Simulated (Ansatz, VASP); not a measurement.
## Re: VASP beside Ansatz

```
Re
1.0
     0.00000    2.00220    1.90169
     2.00220    0.00000    1.90169
     2.00220    2.00220    0.00000
Re
1
Cartesian
  0.0000 0.0000 0.0000
```

Alike in both runs: task single point; functional PBE; k mesh 10 × 10 × 10; occupations gaussian, width 0.15 eV; no spin polarisation.

```csv
,VASP,Ansatz
version,VASP 6.6.1,Ansatz 0.2.0
potentials or method,"VASP PAW PBE potentials, release 64 (Re)","scalar-relativistic, plane waves, PAW"
plane-wave cutoff (eV),520,420
valence electrons in the cell,7,15
```

Ansatz gave:

```
gap on the k mesh at the Fermi level (eV)       : none
pressure (GPa)                                  : -5.6
largest component of the traceless stress (GPa) : 9.31
```

What did VASP give for the same quantities?

gap on the k mesh at the Fermi level (eV): none; pressure (GPa): -6.2; largest component of the traceless stress (GPa): 9.23.

A gap of «none» marks a metal or a gap that the smearing closes. The two sets of potentials don't hold the same shells in valence.

Spin-orbit coupling is left out, which matters for the levels of Re.
